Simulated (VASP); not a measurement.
**Bi2Te3 (Tellurobismuthite): single point with PBE**

Crystal: Bi2Te3 (Tellurobismuthite).

```
Bi Te
1.0
     2.47879    1.57510   10.25214
    -1.90721    1.46545   10.14249
     0.19084   -2.27812   10.10236
Bi Te
2 3
Direct
  0.40000 0.40000 0.40000
  0.60000 0.60000 0.60000
  0.00000 0.00000 0.00000
  0.20950 0.20950 0.20950
  0.79050 0.79050 0.79050
```

```yaml
Program: VASP 6.6.1
Task: single point
Functional: PBE
Potentials_or_basis: VASP PAW PBE potentials, release 64 (Bi_d, Te)
Cutoff: 520 eV
k_mesh: 5 × 5 × 5
Occupations: fermi-dirac, width 0.05 eV
Spin: no spin polarisation
Dipole_correction: no
Further_INCAR_settings: ALGO = Fast; EDIFF = 1e-06; NBANDS = 32
```

The pressure is 2.1 GPa. The largest force is 0.374 eV/Å and the band gap on the k mesh is 0.20 eV, direct.

Forces on the atoms (eV/Å):
```
Bi   0.074  0.135  0.013
Bi  -0.074 -0.135 -0.013
Te   0.000  0.000  0.000
Te   0.185  0.325  0.010
Te  -0.185 -0.325 -0.010
```

Stress tensor (GPa, compression positive):
```
 3.42 -0.21 -1.55
-0.21  0.93 -2.65
-1.55 -2.65  2.01
```

Levels at points of the mesh, in eV from the valence-band top:
```csv
k point,band 22,band 23,band 24,band 25,band 26,band 27
"(0.00, 0.00, 0.00)",-0.95,-0.80,0.00,0.20,0.57,0.80
```

It took 23 min on 1 thread of AMD EPYC 9R45 96-Core Processor (Zen 5) (shared host), peak memory 1 GiB.

Caveat: spin-orbit coupling is left out, which as a rule narrows the gap of such compounds by several tenths of an eV; an odd mesh through Γ misses points on the zone boundary, where band edges often lie.
